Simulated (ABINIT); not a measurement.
# AlN: band structure with revPBE

AlN:

```
CELL_PARAMETERS angstrom
0.00000 2.18399 2.18399
2.18399 0.00000 2.18399
2.18399 2.18399 0.00000
ATOMIC_POSITIONS crystal
Al 0.00000 0.00000 0.00000
N 0.25000 0.25000 0.25000
```

Measurements of this composition are mostly on another form, of space group No. 186.

```
Program             : ABINIT 10.8.3 (patched build)
Task                : band structure
Functional          : revPBE
Potentials or basis : PseudoDojo NC SR PBE v0.4.1 standard
Cutoff              : 1143 eV
k mesh              : 10 × 10 × 10
Occupations         : fermi-dirac, width 0.05 eV
Spin                : no spin polarisation
```

* Pressure: 5.2 GPa
* Band gap on the k mesh: 3.37 eV, indirect (least direct gap 4.23 eV)
* Band gap along the path: 3.37 eV, indirect (least direct gap 4.23 eV)
* Valence electrons inside the program's atomic spheres: Al 1.10; N 5.38

Levels at the corners of the path, in eV from the valence-band top:
| point | band 2 | band 3 | band 4 | band 5 | band 6 | band 7 |
| --- | --- | --- | --- | --- | --- | --- |
| Γ | 0.00 | 0.00 | 0.00 | 4.23 | 12.61 | 12.61 |
| X | -4.88 | -1.77 | -1.77 | 3.37 | 8.70 | 13.95 |
| W | -3.77 | -3.41 | -2.68 | 6.08 | 11.52 | 12.02 |
| K | -4.24 | -3.62 | -1.37 | 5.21 | 10.17 | 13.08 |
| Γ | 0.00 | 0.00 | 0.00 | 4.23 | 12.61 | 12.61 |
| L | -5.83 | -0.48 | -0.48 | 7.44 | 9.88 | 11.21 |
| U | -4.24 | -3.62 | -1.37 | 5.21 | 10.17 | 13.08 |
| W | -3.77 | -3.41 | -2.68 | 6.08 | 11.52 | 12.02 |
| L | -5.83 | -0.48 | -0.48 | 7.44 | 9.88 | 11.21 |
| K | -4.24 | -3.62 | -1.37 | 5.21 | 10.17 | 13.08 |

Run time: 53 s on 1 thread of Arm Neoverse V1, with other jobs on the host, peak memory 0.11 GiB.

Caveat: the potentials were made for another functional, which shifts forces and pressure. As with any semilocal functional, this revPBE gap is likely too small.
